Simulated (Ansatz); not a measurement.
Rocksalt SrO, relaxed with r2SCAN in Ansatz 0.2.0: it is cubic, Fm-3m (No. 225); a = 5.160 Å in the conventional setting, 17.17 Å³ an atom. Sr is surrounded by 6 O at 2.58 Å; O is surrounded by 6 Sr at 2.58 Å. The primitive cell holds 2 atoms in 34.34 Å³. Non-magnetic throughout; all numbers are computed.

Computed values: Without spin-orbit coupling PBE's valence top is a threefold level at Γ and the gap is 3.318 eV; with it the level splits into four states above two, Δ₀ = 0.061 eV apart. HSE06 (6×6×6) gives a least gap of 4.79 eV and a least direct gap of 4.89 eV. r2SCAN's ε∞ is 3.52.

(1) If the centre of gravity stays and the conduction band doesn't move, what gap follows with spin-orbit coupling?

(2) At what wavelength does absorption set in by HSE06, excitons left aside?

(3) What refractive index and reflectivity at normal incidence follow, below the gap and above the phonons?

Results:

(1) The fourfold level rises by Δ₀/3 = 0.020 eV and the twofold one falls by 2Δ₀/3, so E_g ≈ 3.318 − 0.020 = 3.298 eV. The PBE+SOC run gives 3.298 eV, 0.000 eV from the estimate.

(2) λ = 1239.84 eV nm/E: 259 nm for the least gap, where it needs phonons and is weak, and 254 nm for direct transitions. That lies in the ultraviolet, so by this gap the crystal is transparent to visible light.

(3) n = √3.52 = 1.876; R = ((n − 1)/(n + 1))² = (0.876/2.876)² = 9.3 % a face.

Only the levels marked +SOC include spin-orbit coupling.

The meshes of the hybrids are coarse, so their gaps aren't converged to the digits shown.
